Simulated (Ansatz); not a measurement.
The cell is COD entry 9008600, as deposited and not checked against the literature; nothing was relaxed. The listed cell was then made from it by scaling, straining or moving an atom.

BaS: DFT, PBEsol, all-electron LAPW, scalar-relativistic (Ansatz 0.2.0). What sets it apart from a plain run of this crystal: zz strain of -2 %.

Command: `ansatz run input.yaml --threads 1 --pin off --max-ram 3072MiB --backend cpu --events-out ev --progress --plain --runs-dir out` The run took 8.6 s on 1 thread of Intel(R) Xeon(R) 6975P-C (Granite Rapids), with other jobs on the host, peak memory 0.38 GiB.

```yaml
crystal:
  lattice:
    - [0.0, 3.19375, 3.129875]
    - [3.19375, 0.0, 3.129875]
    - [3.19375, 3.19375, 0.0]
  atoms:
    - { symbol: Ba, position: [0.0, 0.0, 0.0] }
    - { symbol: S, position: [0.5, 0.5, 0.5] }
kpoints:
  mp_grid: { grid: [8, 8, 8] }
  band_path:
    path:
      - [0.0, 0.0, 0.0]
      - [0.0, 0.5, 0.5]
      - [0.25, 0.75, 0.5]
      - [0.0, 0.5, 0.0]
      - [0.0, 0.0, 0.0]
      - [0.5, 0.5, 0.0]
      - [0.3801541025, 0.6198458975, 0.0]
      - [-0.3801541025, 0.3801541025, 0.0]
      - [0.0, 0.0, 0.0]
    npoints: 5
scf:
  occupations: { method: fermi_dirac, width: 0.02 }
hamiltonian:
  xc: pbesol
  pseudopotentials: { kind: all_electron, lapw: { basis_error: 0.00025 } }
output:
  forces: true
  stress: true
  eigenvalues: true
```

Output (standing set-up lines are left out):

```
LAPW: plane waves up to 6.612 Å⁻¹, error target 2.5e-4 eV per atom; small_component_spin mean_spin; S in spheres of 1.481 Å, 14 of its electrons in bands, Dirac shells []; Ba in spheres of 1.649 Å, 28 of its electrons in bands, Dirac shells []
Crystal: 2 atoms, lattice volume = 63.850 Å³
Basis set: ecut = 166.56877056793053 eV, 323 PW (Γ), exchange–correlation at level 2
Symmetry: 16 space group operations
Space group: I4/mmm (ITA 139), of the structure as read, at distance tolerance 4.0e-5 Å
k-points: 59 of 512
iter 1 solved again at ethr=2.63e-3 eV; its pass at ethr=1.00e-1 eV (dr2=1.10e0 eV) is discarded
SCF iter   1: F=—  HF=-232135.590712 eV  |F-HF|=—  |Δ(HF+E_count)|=         —  Δρ=2.70e-2  dr2=1.10e0  ethr=2.63e-3  ⟨swp⟩=2.0  Hψ=9865  notcnv=0
preconditioner: auto → none  [insulator: Δε(μ)=2.949 eV  Ē_g=12.564 eV  σ=0.020 eV  W_gap=1.00  n_scr=14 (ndim 8)  ℏωp=17.4 eV  f_vac=0.000  D(μ)=0.00/eV (n_scr^D=0)  ε∞_Penn≈2.9]
iter 2 solved again at ethr=7.65e-5 eV; its pass at ethr=2.62e-3 eV (dr2=3.21e-2 eV) is discarded
SCF iter   2: F=—  HF=-232135.233126 eV  |F-HF|=—  |Δ(HF+E_count)|=   3.58e-1  Δρ=6.08e-3  dr2=3.22e-2  ethr=7.65e-5  ⟨swp⟩=2.2  Hψ=8819  notcnv=0  defer=1
SCF iter   3: F=—  HF=-232135.182255 eV  |F-HF|=—  |Δ(HF+E_count)|=   5.09e-2  Δρ=4.63e-3  dr2=2.93e-2  ethr=7.65e-5  ⟨swp⟩=3.1  Hψ=5726  notcnv=0
SCF iter   4: F=—  HF=-232135.186880 eV  |F-HF|=—  |Δ(HF+E_count)|=         —  Δρ=8.69e-4  dr2=9.44e-4  ethr=6.99e-5  ⟨swp⟩=2.2  Hψ=5295  notcnv=0
the basis was enlarged: its passes take 308.3 KiB over the memory plan, 1 of 1 planned eigensolver slots
SCF iter   5: F=—  HF=-232135.187323 eV  |F-HF|=—  |Δ(HF+E_count)|=   4.44e-4  Δρ=1.35e-4  dr2=1.95e-5  ethr=2.25e-6  ⟨swp⟩=2.7  Hψ=5209  notcnv=0
SCF iter   6: F=—  HF=-232135.187349 eV  |F-HF|=—  |Δ(HF+E_count)|=   2.53e-5  Δρ=1.77e-5  dr2=2.52e-7  ethr=4.63e-8  ⟨swp⟩=3.0  Hψ=5223  notcnv=0
SCF iter   7: F=-232135.187349 eV  HF=-232135.187349 eV  |F-HF|=1.26e-8  |Δ(HF+E_count)|=   6.40e-7  Δρ=2.59e-6  dr2=3.73e-9  ethr=5.99e-10  ⟨swp⟩=3.0  Hψ=5353  notcnv=0
SCF 1 converged in 7 iterations: F = -232135.187349 eV  dr2 = 3.73e-9
NSCF: frozen V_eff on 41 k-points
SCF converged after 7 iterations
Free energy (F): -232135.187349 eV
Harris-Foulkes:  -232135.187349 eV  (|F-HF|=1.26e-8)
Internal energy: -232135.187349 eV  (E = F + TS)
E sigma→0 (E₀):  -232135.187349 eV
Fermi energy:    8.990953 eV
--- Per-component energies (eV) ---
  E_band       = -3421.987844
  E_kinetic    = 246660.127529
  E_xc         = -5987.654677
  E_electrostatic = -472807.660202  (all electrons and nuclei)
  E_smearing   = -0.000000  (= −TS)
  E_closure    = 0.000000  (closes the sum)
  E_atoms      = -232124.421915  (free atoms, spherical and without spin; not in F)
  Σ components = -232135.187349   (vs F -232135.187349, Δ=0.00e0)
  Basis errors (estimates in eV, not in F): energy 1.4e-4 per atom: plane waves 1.3e-4 (6.7e-5 summed), levels above the bands 1.5e-87, relativity 1.2e-8, radial functions 8.9e-6, core shells 9.4e-12; eigenvalues (radial functions only) 8.8e-7; not estimated: angular momenta, meshes, grids; target (lapw.basis_error) 2.5e-4; muffin-tin radii S 1.481 Å, Ba 1.649 Å
--- Forces (eV/Å), atoms counted from 1 ---
  atom   1  Ba    -0.00000000     0.00000000     0.00000000
  atom   2  S      0.00000000     0.00000000     0.00000000
  max |Σ_I F_I| component: 6.31e-30 eV/Å
--- Stress (GPa, compression-positive) ---
       -0.813899       0.000000       0.000000
        0.000000      -0.813899       0.000000
        0.000000       0.000000       0.943286
  P = ⅓ Tr σ = -0.2282 GPa (-2.282 kbar)
--- Band table (eV; the first three rows and the last of 59) ---
  k-point 0: bands = ["-227.3967", "-194.7553", "-164.6142", "-164.6142", "-164.6096", "-139.8087", "-139.8087", "-139.8025", "-73.5466", "-73.5432", "-73.5432", "-73.5388", "-73.5337", "-17.8886", "-2.9384", "-2.9286", "-2.9286", "-2.3583", "7.9288", "7.9288", "7.9995", "11.5332", "11.7902", "11.7902", "11.9380", "12.7474"]
  k-point 1: bands = ["-227.3967", "-194.7553", "-164.6142", "-164.6142", "-164.6096", "-139.8087", "-139.8087", "-139.8025", "-73.5466", "-73.5432", "-73.5432", "-73.5388", "-73.5337", "-17.8812", "-3.3083", "-2.9393", "-2.9365", "-1.9698", "7.5362", "7.7294", "7.7679", "11.7893", "12.0245", "12.1076", "12.1604", "13.1818"]
  k-point 2: bands = ["-227.3967", "-194.7553", "-164.6142", "-164.6142", "-164.6096", "-139.8087", "-139.8087", "-139.8025", "-73.5466", "-73.5432", "-73.5432", "-73.5388", "-73.5337", "-17.8633", "-3.7803", "-2.9552", "-2.9503", "-1.4654", "6.7933", "7.3319", "7.3454", "11.9801", "12.6823", "12.7353", "13.3630", "14.2751"]
  k-point 58: bands = ["-227.3967", "-194.7553", "-164.6142", "-164.6142", "-164.6096", "-139.8087", "-139.8087", "-139.8025", "-73.5466", "-73.5431", "-73.5431", "-73.5388", "-73.5337", "-17.8199", "-3.4829", "-3.1555", "-3.1555", "-2.2698", "7.5967", "7.8302", "7.8302", "9.9905", "14.0356", "14.1030", "15.6380", "15.6380"]
```
